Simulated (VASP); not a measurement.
Set up this calculation in VASP 6.6.1, as the native input.

```yaml
Task: band structure
Functional: PBE
Potentials_or_basis: VASP PAW PBE potentials, release 64 (W_sv, C_h)
Cutoff: 900 eV
k_mesh: 10 × 10 × 9
Occupations: fermi-dirac, width 0.05 eV
Spin: no spin polarisation
Further_INCAR_settings: ALGO = Fast; EDIFF = 1e-06
```

The system is WC (Qusongite).

```
W C
1.0
     2.90650    0.00000    0.00000
    -1.45325    2.51710    0.00000
     0.00000    0.00000    2.83660
W C
1 1
Direct
  0.00000 0.00000 0.00000
  0.66667 0.33333 0.50000
```

One way to write it, as run:

POSCAR

```
WC
1.0
    2.9065000000      0.0000000000      0.0000000000
   -1.4532500000      2.5171028361      0.0000000000
    0.0000000000      0.0000000000      2.8366000000
W C
1 1
Direct
    0.0000000000      0.0000000000      0.0000000000
    0.6666666667      0.3333333333      0.5000000000
```

INCAR.step1

```
SYSTEM = WC
PREC = Accurate
ENCUT = 900
EDIFF = 1E-6
ISMEAR = -1
SIGMA = 0.05
LREAL = .FALSE.
LASPH = .TRUE.
NELM = 60
ALGO = Fast
ISIF = 2
LWAVE = .FALSE.
LCHARG = .TRUE.
LMAXMIX = 4
GGA = PE
```

KPOINTS.step1

```
regular mesh
0
G
  10 10 9
  0 0 0
```

INCAR.step2

```
SYSTEM = WC
PREC = Accurate
ENCUT = 900
EDIFF = 1E-6
ISMEAR = 0
SIGMA = 0.05
LREAL = .FALSE.
LASPH = .TRUE.
NELM = 60
ALGO = Fast
ISIF = 2
LWAVE = .FALSE.
LCHARG = .FALSE.
LMAXMIX = 4
GGA = PE
ICHARG = 11
```

KPOINTS.step2

```
path GMKGALHA,LM,KH
10
line-mode
reciprocal
 0.0000000000  0.0000000000  0.0000000000  G
 0.5000000000  0.0000000000  0.0000000000  M

 0.5000000000  0.0000000000  0.0000000000  M
 0.3333333333  0.3333333333  0.0000000000  K

 0.3333333333  0.3333333333  0.0000000000  K
 0.0000000000  0.0000000000  0.0000000000  G

 0.0000000000  0.0000000000  0.0000000000  G
 0.0000000000  0.0000000000  0.5000000000  A

 0.0000000000  0.0000000000  0.5000000000  A
 0.5000000000  0.0000000000  0.5000000000  L

 0.5000000000  0.0000000000  0.5000000000  L
 0.3333333333  0.3333333333  0.5000000000  H

 0.3333333333  0.3333333333  0.5000000000  H
 0.0000000000  0.0000000000  0.5000000000  A

 0.5000000000  0.0000000000  0.5000000000  L
 0.5000000000  0.0000000000  0.0000000000  M

 0.3333333333  0.3333333333  0.0000000000  K
 0.3333333333  0.3333333333  0.5000000000  H
```

Potentials or basis: VASP PAW PBE potentials, release 64 (W_sv, C_h).

The run is started by

```bash
$ cat potpaw_PBE.64/W_sv/POTCAR potpaw_PBE.64/C_h/POTCAR > POTCAR
$ cp INCAR.step1 INCAR
$ cp KPOINTS.step1 KPOINTS
$ mpirun -np 1 vasp_std > vasp.out
$ cp INCAR.step2 INCAR
$ cp KPOINTS.step2 KPOINTS
$ mpirun -np 1 vasp_std > vasp.out
```

Results of the run:

```json
{
  "Band gap along the path": "none (metal or under the smearing width)"
}
```

Caveat: the log is that of the step along the path at fixed density, whose energy, stress, charges and moments have no meaning; spin-orbit coupling is left out, which moves the levels of the heavy elements.

Run time: 27 s on 1 thread of Intel(R) Xeon(R) 6975P-C (Granite Rapids), on a shared host, peak memory 0.19 GiB.
